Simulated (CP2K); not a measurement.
## Nb under changes of volume

One of the cells (18.428 Å³/atom); the others are scaled copies at fixed shape and fractional positions:

```
Nb
1.0
     2.88205    0.00000    0.00000
    -0.96068    2.71722    0.00000
    -0.96068   -1.35861    2.35318
Nb
1
Cartesian
  0.0000 0.0000 0.0000
```

| Quantity | Value |
| --- | --- |
| Program | CP2K 2026.2 |
| Functional | LDA |
| Potentials or basis | GTH_POTENTIALS Nb GTH-PADE-q13; TZVP-MOLOPT-PBE-GTH basis |
| Density cutoff | 6123 eV |
| k mesh | 11 × 11 × 11 |
| Occupations | fermi-dirac, width 0.05 eV |
| Spin | no spin polarisation |

| volume (Å³/atom) | energy over the lowest point (meV/atom) | pressure (GPa) |
| --- | --- | --- |
| 17.322 | 0.00 | -0.8 |
| 17.691 | 6.35 | -4.7 |
| 18.060 | 21.18 | -8.3 |
| 18.428 | ? | ? |
| 18.797 | 73.72 | -14.5 |
| 19.165 | 110.22 | -17.3 |
| 19.534 | 152.73 | -19.7 |

Q: What does the run at 18.428 Å³/atom give?

A: Energy over the lowest point 43.84 meV/atom; pressure -11.5 GPa.

Worked out: A Birch-Murnaghan fit of order 3 (a polynomial in V^(-2/3)) to the other rows has its minimum at 17.25 Å³/atom, just outside them, with B0 = V·E''(V) = 192 GPa and B' = 3.0. It gives 43.84 meV/atom at 18.428 Å³/atom, against the run's 43.84, and -dE/dV = -11.5 GPa, against -11.5.

Energies are extrapolated to zero smearing.

Caveats: the basis of atomic orbitals isn't converged, which shifts pressures, moduli and gaps.
